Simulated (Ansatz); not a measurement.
# Magnetic states of cobalt, A15

Method: DFT, revPBE, plane waves (420 eV) with PAW, scalar-relativistic (Ansatz 0.2.0). The PAW files were generated under PBE, with cores re-solved for the functional.

Each start was relaxed and then solved on a dense mesh, with Fermi-Dirac smearing of 0.05 eV (0.1 eV in a metal without spin) extrapolated to zero. Rows within 2 meV/atom of each other tie.

(1) Where does each start end, and how do the energies compare? Starts: ferromagnetic; non-magnetic.

Results:

(1) 
```csv
start,ends,ΔE (meV/atom),V (Å³/atom)
ferromagnetic,"ferromagnetic, net 1.70 μB per atom",0.0,11.37
non-magnetic,spin not included,335.2,10.82
```
